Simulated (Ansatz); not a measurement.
Run on Rb (fcc type): DFT, PBE, all-electron LAPW, scalar-relativistic (Ansatz 0.2.0).

The cell comes from a relaxation on PAW files under the same functional, begun from a prototype that needn't be the stable phase.

Command: `ansatz run input.yaml --threads 1 --pin off --max-ram 2048MiB --backend cpu --events-out ev --progress --plain --runs-dir out` It took 3 s on 1 thread of Arm Neoverse V1 (shared host), peak memory 0.2 GiB.

```yaml
crystal:
  lattice:
    - [0.0, 3.5730106134, 3.5730106134]
    - [3.5730106134, 0.0, 3.5730106134]
    - [3.5730106134, 3.5730106134, 0.0]
  atoms:
    - { symbol: Rb, position: [0.0, 0.0, 0.0] }
kpoints:
  mp_grid: { grid: [10, 10, 10] }
  band_path:
    path:
      - [0.0, 0.0, 0.0]
      - [0.5, 0.0, 0.5]
      - [0.625, 0.25, 0.625]
      - [0.375, 0.375, 0.75]
      - [0.0, 0.0, 0.0]
      - [0.5, 0.5, 0.5]
      - [0.5, 0.25, 0.75]
      - [0.5, 0.0, 0.5]
    npoints: 14
scf:
  occupations: { method: fermi_dirac, width: 0.08 }
hamiltonian:
  xc: pbe
  pseudopotentials: { kind: all_electron, lapw: { basis_error: 0.001 } }
output:
  forces: true
  stress: true
  eigenvalues: true
  populations: true
  dos: { projected: true, de: 0.2, e_range: [-14, 8] }
```

Output:

```
Rb: projections on atomic orbitals take those of the free atom 1s2 2s2 2p6 3s2 3p6 3d10 4s2 4p6 5s1, of charge +0.00 (hamiltonian.pseudopotentials.projection_atoms)
LAPW: plane waves up to 3.476 Å⁻¹, error target 1.0e-3 eV per atom; small_component_spin mean_spin; Rb in spheres of 2.526 Å, 9 of its electrons in bands, Dirac shells [] (how accurate: hamiltonian.pseudopotentials.lapw.basis_error, Limitations)
Engine: ansatz 0.2.0
Pseudopotentials: kind: all_electron
Pseudopotential: Rb, LAPW, valence charge 9, lapw/all_electron/scalar/gaussian/Rb, Koelling and Harmon's equation, gaussian nucleus
Functional definition: PBE
  parameter kappa = 0.804
  parameter beta = 0.06672455060314922
  exchange = pbe_x(kappa = kappa, mu = beta*pi^2/3)
  correlation = pbe_c(beta = beta)
Crystal: 1 atoms, lattice volume = 91.229 Å³
Basis set: ecut = 46.03790669903415 eV, 59 PW (Γ), exchange–correlation at level 2
Bands: 9, of which v1, the nominal top of the filled ones, is band 5 counted from 1 (4 counted from 0)
Symmetry: 48 space group operations
Space group: Fm-3m (ITA 225), of the structure as read, at distance tolerance 4.5e-5 Å
k-points: 47 of 1000
Non-local potential: Rb, projectors of the file, none
Initial density: superposition of atomic densities (chi_scale 0.1, normalization cell)
Initial wavefunctions: plane waves of lowest kinetic energy (no species holds an atomic orbital)
Functional: x = pbe(κ = 0.804, μ = 0.2195149727645171), c = pbe(β = 0.06672455060314922)
iter 1 solved again at ethr=2.23e-5 eV; its pass at ethr=1.00e-1 eV (dr2=2.01e-3 eV) is discarded
SCF iter   1: F=—  HF=-81122.621835 eV  |F-HF|=—  |Δ(HF+E_count)|=         —  Δρ=9.56e-4  dr2=2.01e-3  ethr=2.23e-5  ⟨swp⟩=4.6  Hψ=3552  notcnv=0
preconditioner: auto → Kerker (q_TF=auto, 1.855 Å⁻¹)  [metal: Δε(μ)=0.100 eV  Ē_g=3.495 eV  σ=0.080 eV  W_gap=0.29  n_scr=14 (ndim 8)  ℏωp=3.9 eV  f_vac=0.000  D(μ)=0.93/eV (n_scr^D=0)]
SCF iter   2: F=—  HF=-81122.622241 eV  |F-HF|=—  |Δ(HF+E_count)|=   4.06e-4  Δρ=6.86e-4  dr2=1.17e-3  ethr=2.23e-5  ⟨swp⟩=2.0  Hψ=1454  notcnv=0
SCF iter   3: F=—  HF=-81122.623077 eV  |F-HF|=—  |Δ(HF+E_count)|=   8.36e-4  Δρ=3.55e-4  dr2=3.86e-4  ethr=1.30e-5  ⟨swp⟩=2.0  Hψ=1454  notcnv=0
SCF iter   4: F=—  HF=-81122.623216 eV  |F-HF|=—  |Δ(HF+E_count)|=   1.38e-4  Δρ=1.95e-4  dr2=1.30e-4  ethr=4.29e-6  ⟨swp⟩=2.0  Hψ=1454  notcnv=0
SCF iter   5: F=—  HF=-81122.623280 eV  |F-HF|=—  |Δ(HF+E_count)|=   6.45e-5  Δρ=6.74e-5  dr2=1.56e-5  ethr=1.44e-6  ⟨swp⟩=2.3  Hψ=1468  notcnv=0
iter 6 solved again at ethr=8.85e-9 eV; its pass at ethr=1.73e-7 eV (dr2=7.97e-7 eV) is discarded
SCF iter   6: F=—  HF=-81122.623282 eV  |F-HF|=—  |Δ(HF+E_count)|=   1.59e-6  Δρ=2.26e-5  dr2=7.98e-7  ethr=8.85e-9  ⟨swp⟩=2.0  Hψ=2329  notcnv=0
SCF iter   7: F=-81122.623283 eV  HF=-81122.623283 eV  |F-HF|=4.81e-8  |Δ(HF+E_count)|=   1.06e-6  Δρ=4.19e-6  dr2=3.08e-8  ethr=8.85e-9  ⟨swp⟩=2.9  Hψ=1498  notcnv=0
SCF 1 converged in 7 iterations: F = -81122.623283 eV  dr2 = 3.08e-8
NSCF: frozen V_eff on 99 k-points
SCF converged after 7 iterations
Free energy (F): -81122.623283 eV
Harris-Foulkes:  -81122.623283 eV  (|F-HF|=4.81e-8)
Internal energy: -81122.603963 eV  (E = F + TS)
E sigma→0 (E₀):  -81122.613623 eV
Entropy (-TS):   -0.019320 eV (-19.320 meV/atom)
Fermi energy:    2.510802 eV
--- Per-component energies (eV) ---
  E_band       = -113.654287
  E_kinetic    = 83403.433562
  E_xc         = -2743.521245
  E_electrostatic = -161782.516279  (all electrons and nuclei)
  E_smearing   = -0.019320  (= −TS)
  E_closure    = 0.000000  (closes the sum)
  E_atoms      = -81121.699768  (free atoms, spherical and without spin; not in F)
  Σ components = -81122.623283   (vs F -81122.623283, Δ=0.00e0)
  Basis errors (estimates in eV, not in F): energy 2.4e-4 per atom: plane waves 2.3e-4 (1.2e-4 summed), levels above the bands 4.2e-27, relativity 4.5e-8, radial functions 5.1e-6, core shells 2.4e-7; eigenvalues (radial functions only) 1.3e-5; not estimated: angular momenta, meshes, grids; target (lapw.basis_error) 1.0e-3; muffin-tin radii Rb 2.526 Å
--- Forces (eV/Å), atoms counted from 1 ---
  atom   1  Rb    -0.00000000     0.00000000     0.00000000
  max |Σ_I F_I| component: 4.62e-33 eV/Å
--- Stress (GPa, compression-positive) ---
        0.010367      -0.000000       0.000000
       -0.000000       0.010367       0.000000
        0.000000       0.000000       0.010367
  P = ⅓ Tr σ = 0.0104 GPa (0.104 kbar)
--- Band table (eV; the first three rows and the last of 47) ---
  k-point 0: bands = ["-26.3710", "-10.4147", "-10.4147", "-10.4147", "0.5576", "6.1170", "6.1170", "6.1170", "7.4483"]
  k-point 1: bands = ["-26.3706", "-10.4238", "-10.4160", "-10.4160", "0.6688", "5.8089", "6.1638", "6.1638", "7.3198"]
  k-point 2: bands = ["-26.3697", "-10.4475", "-10.4192", "-10.4192", "0.9928", "5.1778", "6.2135", "6.2135", "7.2040"]
  k-point 46: bands = ["-26.3660", "-10.4842", "-10.4675", "-10.4496", "3.6133", "4.0180", "4.1380", "5.1636", "7.7185"]
--- Löwdin populations: 1 site ---
  site symbol       q [e]
     0     Rb     36.9647
  spilling = 0.000955 (of n_electrons = 37.000000)
```

populations.tsv:

```
# site	symbol	l	j	q
# orbitals = lowdin
# n_electrons = 37.000000
# spilling = 0.000955
# projection_atom_Rb: 1s2 2s2 2p6 3s2 3p6 3d10 4s2 4p6 5s1
0	Rb	0_1S	-	2.000000
0	Rb	0_2S	-	1.999989
0	Rb	0_3S	-	1.999793
0	Rb	0_4S	-	1.994617
0	Rb	0_5S	-	0.972814
0	Rb	1_2P	-	6.000000
0	Rb	1_3P	-	5.999995
0	Rb	1_4P	-	5.997449
0	Rb	2_3D	-	9.999999
```

Next run (volume at 0.88 of the series' base cell), as changes to the input before:

```diff
   lattice:
-    - [0.0, 3.5730106134, 3.5730106134]
-    - [3.5730106134, 0.0, 3.5730106134]
-    - [3.5730106134, 3.5730106134, 0.0]
+    - [0.0, 3.4239588005, 3.4239588005]
+    - [3.4239588005, 0.0, 3.4239588005]
+    - [3.4239588005, 3.4239588005, 0.0]
   atoms:
   mp_grid: { grid: [10, 10, 10] }
-  band_path:
-    path:
-      - [0.0, 0.0, 0.0]
-      - [0.5, 0.0, 0.5]
-      - [0.625, 0.25, 0.625]
-      - [0.375, 0.375, 0.75]
-      - [0.0, 0.0, 0.0]
-      - [0.5, 0.5, 0.5]
-      - [0.5, 0.25, 0.75]
-      - [0.5, 0.0, 0.5]
-    npoints: 14
 scf:
   populations: true
-  dos: { projected: true, de: 0.2, e_range: [-14, 8] }
```

Command: `ansatz run input.yaml --threads 1 --pin off --max-ram 2048MiB --backend cpu --events-out ev --progress --plain --runs-dir out` It took 2.1 s on 1 thread of Arm Neoverse V1, with other jobs on the host, peak memory 0.2 GiB.

Results part of the output:

```
SCF 1 converged in 7 iterations: F = -81122.608628 eV  dr2 = 2.14e-8
SCF converged after 7 iterations
Free energy (F): -81122.608628 eV
Harris-Foulkes:  -81122.608628 eV  (|F-HF|=3.42e-8)
Internal energy: -81122.589650 eV  (E = F + TS)
E sigma→0 (E₀):  -81122.599139 eV
Entropy (-TS):   -0.018977 eV (-18.977 meV/atom)
Fermi energy:    3.162616 eV
--- Per-component energies (eV) ---
  E_band       = -107.417596
  E_kinetic    = 83404.077994
  E_xc         = -2743.733379
  E_electrostatic = -161782.934266  (all electrons and nuclei)
  E_smearing   = -0.018977  (= −TS)
  E_closure    = 0.000000  (closes the sum)
  E_atoms      = -81121.699768  (free atoms, spherical and without spin; not in F)
  Σ components = -81122.608628   (vs F -81122.608628, Δ=0.00e0)
  Basis errors (estimates in eV, not in F): energy 2.1e-4 per atom: plane waves 2.1e-4 (1.1e-4 summed), levels above the bands 2.6e-28, relativity 4.7e-8, radial functions 4.0e-6, core shells 7.3e-7; eigenvalues (radial functions only) 2.6e-5; not estimated: angular momenta, meshes, grids; target (lapw.basis_error) 1.0e-3; muffin-tin radii Rb 2.421 Å
--- Forces (eV/Å), atoms counted from 1 ---
  atom   1  Rb    -0.00000000    -0.00000000     0.00000000
  max |Σ_I F_I| component: 9.24e-33 eV/Å
--- Stress (GPa, compression-positive) ---
        0.463013       0.000000      -0.000000
        0.000000       0.463013      -0.000000
       -0.000000      -0.000000       0.463013
  P = ⅓ Tr σ = 0.4630 GPa (4.630 kbar)
--- Band table (eV; the first three rows and the last of 47) ---
  k-point 0: bands = ["-25.6629", "-9.6912", "-9.6912", "-9.6912", "1.0346", "6.8751", "6.8751", "6.8751", "8.3367"]
  k-point 1: bands = ["-25.6622", "-9.7055", "-9.6931", "-9.6931", "1.1600", "6.5518", "6.9294", "6.9294", "8.1953"]
  k-point 2: bands = ["-25.6605", "-9.7426", "-9.6980", "-9.6980", "1.5222", "5.8988", "6.9883", "6.9883", "8.0704"]
  k-point 46: bands = ["-25.6536", "-9.7989", "-9.7729", "-9.7450", "4.2233", "4.7835", "4.8357", "6.1028", "8.7764"]
--- Löwdin populations: 1 site ---
  site symbol       q [e]
     0     Rb     36.9682
  spilling = 0.000858 (of n_electrons = 37.000000)
```

Next run (volume at 0.78 of the series' base cell), as changes to the input before:

```diff
   lattice:
-    - [0.0, 3.4239588005, 3.4239588005]
-    - [3.4239588005, 0.0, 3.4239588005]
-    - [3.4239588005, 3.4239588005, 0.0]
+    - [0.0, 3.2890148965, 3.2890148965]
+    - [3.2890148965, 0.0, 3.2890148965]
+    - [3.2890148965, 3.2890148965, 0.0]
   atoms:
```

Command: `ansatz run input.yaml --threads 1 --pin off --max-ram 2048MiB --backend cpu --events-out ev --progress --plain --runs-dir out` It took 2.5 s on 1 thread of Arm Neoverse V1, on a shared host, peak memory 0.2 GiB.

Results part of the output:

```
SCF 1 converged in 7 iterations: F = -81122.565431 eV  dr2 = 4.52e-8
SCF converged after 7 iterations
Free energy (F): -81122.565431 eV
Harris-Foulkes:  -81122.565431 eV  (|F-HF|=7.51e-8)
Internal energy: -81122.546209 eV  (E = F + TS)
E sigma→0 (E₀):  -81122.555820 eV
Entropy (-TS):   -0.019223 eV (-19.223 meV/atom)
Fermi energy:    3.864934 eV
--- Per-component energies (eV) ---
  E_band       = -1070.040129
  E_kinetic    = 83404.801157
  E_xc         = -2743.955061
  E_electrostatic = -161783.392305  (all electrons and nuclei)
  E_smearing   = -0.019223  (= −TS)
  E_closure    = 0.000000  (closes the sum)
  E_atoms      = -81121.699768  (free atoms, spherical and without spin; not in F)
  Σ components = -81122.565431   (vs F -81122.565431, Δ=0.00e0)
  Basis errors (estimates in eV, not in F): energy 2.2e-4 per atom: plane waves 2.2e-4 (1.1e-4 summed), levels above the bands 2.1e-29, relativity 4.6e-8, radial functions 4.1e-6, core shells 3.1e-10; eigenvalues (radial functions only) 2.9e-5; not estimated: angular momenta, meshes, grids; target (lapw.basis_error) 1.0e-3; muffin-tin radii Rb 2.326 Å
--- Forces (eV/Å), atoms counted from 1 ---
  atom   1  Rb    -0.00000000     0.00000000     0.00000000
  max |Σ_I F_I| component: 1.18e-32 eV/Å
--- Stress (GPa, compression-positive) ---
        1.110401       0.000000      -0.000000
        0.000000       1.110401       0.000000
       -0.000000       0.000000       1.110401
  P = ⅓ Tr σ = 1.1104 GPa (11.104 kbar)
--- Band table (eV; the first three rows and the last of 47) ---
  k-point 0: bands = ["-96.9108", "-96.9108", "-96.9108", "-96.9108", "-96.9108", "-24.9318", "-8.9362", "-8.9362", "-8.9362", "1.5633", "7.6642", "7.6642", "7.6642", "9.2633"]
  k-point 1: bands = ["-96.9108", "-96.9108", "-96.9108", "-96.9108", "-96.9108", "-24.9306", "-8.9578", "-8.9389", "-8.9389", "1.7042", "7.3254", "7.7264", "7.7264", "9.1077"]
  k-point 2: bands = ["-96.9108", "-96.9108", "-96.9108", "-96.9108", "-96.9108", "-24.9275", "-9.0135", "-8.9460", "-8.9460", "2.1082", "6.6515", "7.7950", "7.7950", "8.9730"]
  k-point 46: bands = ["-96.9108", "-96.9108", "-96.9108", "-96.9108", "-96.9108", "-24.9154", "-9.0959", "-9.0571", "-9.0157", "4.8660", "5.5719", "5.6047", "7.0791", "9.8988"]
--- Löwdin populations: 1 site ---
  site symbol       q [e]
     0     Rb     36.9702
  spilling = 0.000805 (of n_electrons = 37.000000)
```

Next run (volume at 0.68 of the series' base cell), as changes to the input before:

```diff
   lattice:
-    - [0.0, 3.2890148965, 3.2890148965]
-    - [3.2890148965, 0.0, 3.2890148965]
-    - [3.2890148965, 3.2890148965, 0.0]
+    - [0.0, 3.1419838168, 3.1419838168]
+    - [3.1419838168, 0.0, 3.1419838168]
+    - [3.1419838168, 3.1419838168, 0.0]
   atoms:
```

Results part of the output:

```
SCF 1 converged in 7 iterations: F = -81122.473978 eV  dr2 = 3.79e-8
SCF converged after 7 iterations
Free energy (F): -81122.473978 eV
Harris-Foulkes:  -81122.473978 eV  (|F-HF|=6.13e-8)
Internal energy: -81122.453508 eV  (E = F + TS)
E sigma→0 (E₀):  -81122.463743 eV
Entropy (-TS):   -0.020470 eV (-20.470 meV/atom)
Fermi energy:    4.778512 eV
--- Per-component energies (eV) ---
  E_band       = -1052.476917
  E_kinetic    = 83405.759965
  E_xc         = -2744.235476
  E_electrostatic = -161783.977997  (all electrons and nuclei)
  E_smearing   = -0.020470  (= −TS)
  E_closure    = 0.000000  (closes the sum)
  E_atoms      = -81121.699768  (free atoms, spherical and without spin; not in F)
  Σ components = -81122.473978   (vs F -81122.473978, Δ=0.00e0)
  Basis errors (estimates in eV, not in F): energy 2.2e-4 per atom: plane waves 2.1e-4 (1.1e-4 summed), levels above the bands 1.2e-30, relativity 4.4e-8, radial functions 2.8e-6, core shells 1.5e-9; eigenvalues (radial functions only) 3.2e-5; not estimated: angular momenta, meshes, grids; target (lapw.basis_error) 1.0e-3; muffin-tin radii Rb 2.222 Å
--- Forces (eV/Å), atoms counted from 1 ---
  atom   1  Rb    -0.00000000     0.00000000     0.00000000
  max |Σ_I F_I| component: 3.29e-32 eV/Å
--- Stress (GPa, compression-positive) ---
        2.200228       0.000000      -0.000000
        0.000000       2.200228       0.000000
       -0.000000       0.000000       2.200228
  P = ⅓ Tr σ = 2.2002 GPa (22.002 kbar)
--- Band table (eV; the first three rows and the last of 47) ---
  k-point 0: bands = ["-95.9713", "-95.9713", "-95.9713", "-95.9713", "-95.9713", "-24.0192", "-7.9801", "-7.9801", "-7.9801", "2.2741", "8.6584", "8.6584", "8.6584", "10.4333"]
  k-point 1: bands = ["-95.9713", "-95.9713", "-95.9713", "-95.9713", "-95.9713", "-24.0170", "-8.0140", "-7.9842", "-7.9842", "2.4364", "8.3006", "8.7306", "8.7306", "10.2590"]
  k-point 2: bands = ["-95.9713", "-95.9713", "-95.9713", "-95.9713", "-95.9713", "-24.0113", "-8.1006", "-7.9948", "-7.9948", "2.8957", "7.6036", "8.8117", "8.8117", "10.1116"]
  k-point 46: bands = ["-95.9713", "-95.9713", "-95.9713", "-95.9713", "-95.9713", "-23.9888", "-8.2251", "-8.1651", "-8.1016", "5.6868", "6.5113", "6.6708", "8.3033", "11.3416"]
--- Löwdin populations: 1 site ---
  site symbol       q [e]
     0     Rb     36.9696
  spilling = 0.000823 (of n_electrons = 37.000000)
```

Next run (volume at 0.58 of the series' base cell), as changes to the input before:

```diff
   lattice:
-    - [0.0, 3.1419838168, 3.1419838168]
-    - [3.1419838168, 0.0, 3.1419838168]
-    - [3.1419838168, 3.1419838168, 0.0]
+    - [0.0, 2.9797303932, 2.9797303932]
+    - [2.9797303932, 0.0, 2.9797303932]
+    - [2.9797303932, 2.9797303932, 0.0]
   atoms:
```

Command: `ansatz run input.yaml --threads 1 --pin off --max-ram 2048MiB --backend cpu --events-out ev --progress --plain --runs-dir out` It took 2.7 s on 1 thread of Arm Neoverse V1 (shared host), peak memory 0.21 GiB.

Results part of the output:

```
SCF 1 converged in 7 iterations: F = -81122.300234 eV  dr2 = 3.42e-8
SCF converged after 7 iterations
Free energy (F): -81122.300234 eV
Harris-Foulkes:  -81122.300233 eV  (|F-HF|=5.42e-8)
Internal energy: -81122.275957 eV  (E = F + TS)
E sigma→0 (E₀):  -81122.288095 eV
Entropy (-TS):   -0.024276 eV (-24.276 meV/atom)
Fermi energy:    6.005319 eV
--- Per-component energies (eV) ---
  E_band       = -1029.655105
  E_kinetic    = 83407.023023
  E_xc         = -2744.602962
  E_electrostatic = -161784.696019  (all electrons and nuclei)
  E_smearing   = -0.024276  (= −TS)
  E_closure    = 0.000000  (closes the sum)
  E_atoms      = -81121.699768  (free atoms, spherical and without spin; not in F)
  Σ components = -81122.300234   (vs F -81122.300234, Δ=0.00e0)
  Basis errors (estimates in eV, not in F): energy 2.0e-4 per atom: plane waves 2.0e-4 (1.0e-4 summed), levels above the bands 4.6e-32, relativity 4.7e-8, radial functions 3.5e-6, core shells 8.8e-9; eigenvalues (radial functions only) 3.7e-5; not estimated: angular momenta, meshes, grids; target (lapw.basis_error) 1.0e-3; muffin-tin radii Rb 2.107 Å
--- Forces (eV/Å), atoms counted from 1 ---
  atom   1  Rb    -0.00000000     0.00000000     0.00000000
  max |Σ_I F_I| component: 3.60e-32 eV/Å
--- Stress (GPa, compression-positive) ---
        4.068355       0.000000       0.000000
        0.000000       4.068355       0.000000
        0.000000       0.000000       4.068355
  P = ⅓ Tr σ = 4.0684 GPa (40.684 kbar)
--- Band table (eV; the first three rows and the last of 47) ---
  k-point 0: bands = ["-94.7538", "-94.7538", "-94.7538", "-94.7537", "-94.7537", "-22.8450", "-6.7228", "-6.7228", "-6.7228", "3.2742", "9.9558", "9.9558", "9.9558", "11.9642"]
  k-point 1: bands = ["-94.7538", "-94.7538", "-94.7538", "-94.7537", "-94.7537", "-22.8407", "-6.7784", "-6.7292", "-6.7292", "3.4674", "9.5741", "10.0415", "10.0415", "11.7642"]
  k-point 2: bands = ["-94.7538", "-94.7538", "-94.7538", "-94.7537", "-94.7537", "-22.8295", "-6.9192", "-6.7457", "-6.7457", "4.0032", "8.8524", "10.1391", "10.1391", "11.5991"]
  k-point 46: bands = ["-94.7538", "-94.7538", "-94.7538", "-94.7537", "-94.7537", "-22.7852", "-7.1138", "-7.0176", "-6.9165", "6.7741", "7.7541", "8.1076", "9.8877", "13.2678"]
--- Löwdin populations: 1 site ---
  site symbol       q [e]
     0     Rb     36.9611
  spilling = 0.001050 (of n_electrons = 37.000000)
```

Next run (volume at 0.5 of the series' base cell), as changes to the input before:

```diff
   lattice:
-    - [0.0, 2.9797303932, 2.9797303932]
-    - [2.9797303932, 0.0, 2.9797303932]
-    - [2.9797303932, 2.9797303932, 0.0]
+    - [0.0, 2.8359004032, 2.8359004032]
+    - [2.8359004032, 0.0, 2.8359004032]
+    - [2.8359004032, 2.8359004032, 0.0]
   atoms:
```

Results part of the output:

```
SCF 1 converged in 7 iterations: F = -81122.065793 eV  dr2 = 2.22e-8
SCF converged after 7 iterations
Free energy (F): -81122.065793 eV
Harris-Foulkes:  -81122.065793 eV  (|F-HF|=4.10e-8)
Internal energy: -81122.037663 eV  (E = F + TS)
E sigma→0 (E₀):  -81122.051728 eV
Entropy (-TS):   -0.028130 eV (-28.130 meV/atom)
Fermi energy:    7.322042 eV
--- Per-component energies (eV) ---
  E_band       = -1005.831699
  E_kinetic    = 83408.135169
  E_xc         = -2744.985594
  E_electrostatic = -161785.187238  (all electrons and nuclei)
  E_smearing   = -0.028130  (= −TS)
  E_closure    = 0.000000  (closes the sum)
  E_atoms      = -81121.699768  (free atoms, spherical and without spin; not in F)
  Σ components = -81122.065793   (vs F -81122.065793, Δ=0.00e0)
  Basis errors (estimates in eV, not in F): energy 2.0e-4 per atom: plane waves 1.9e-4 (9.7e-5 summed), levels above the bands 1.9e-33, relativity 4.4e-8, radial functions 5.7e-6, core shells 4.2e-8; eigenvalues (radial functions only) 4.4e-5; not estimated: angular momenta, meshes, grids; target (lapw.basis_error) 1.0e-3; muffin-tin radii Rb 2.005 Å
--- Forces (eV/Å), atoms counted from 1 ---
  atom   1  Rb    -0.00000000     0.00000000     0.00000000
  max |Σ_I F_I| component: 4.11e-32 eV/Å
--- Stress (GPa, compression-positive) ---
        6.354897       0.000000      -0.000000
        0.000000       6.354897       0.000000
       -0.000000       0.000000       6.354897
  P = ⅓ Tr σ = 6.3549 GPa (63.549 kbar)
--- Band table (eV; the first three rows and the last of 47) ---
  k-point 0: bands = ["-93.4891", "-93.4891", "-93.4891", "-93.4888", "-93.4888", "-21.6336", "-5.3861", "-5.3861", "-5.3861", "4.4179", "11.3256", "11.3256", "11.3256", "13.5827"]
  k-point 1: bands = ["-93.4891", "-93.4891", "-93.4891", "-93.4888", "-93.4888", "-21.6259", "-5.4723", "-5.3955", "-5.3955", "4.6474", "10.9207", "11.4258", "11.4258", "13.3542"]
  k-point 2: bands = ["-93.4891", "-93.4891", "-93.4891", "-93.4888", "-93.4888", "-21.6056", "-5.6877", "-5.4199", "-5.4199", "5.2680", "10.1811", "11.5408", "11.5408", "13.1695"]
  k-point 46: bands = ["-93.4891", "-93.4891", "-93.4891", "-93.4888", "-93.4888", "-21.5250", "-5.9747", "-5.8299", "-5.6785", "7.9382", "9.0862", "9.6738", "11.5436", "15.3475"]
--- Löwdin populations: 1 site ---
  site symbol       q [e]
     0     Rb     36.9373
  spilling = 0.001695 (of n_electrons = 37.000000)
```
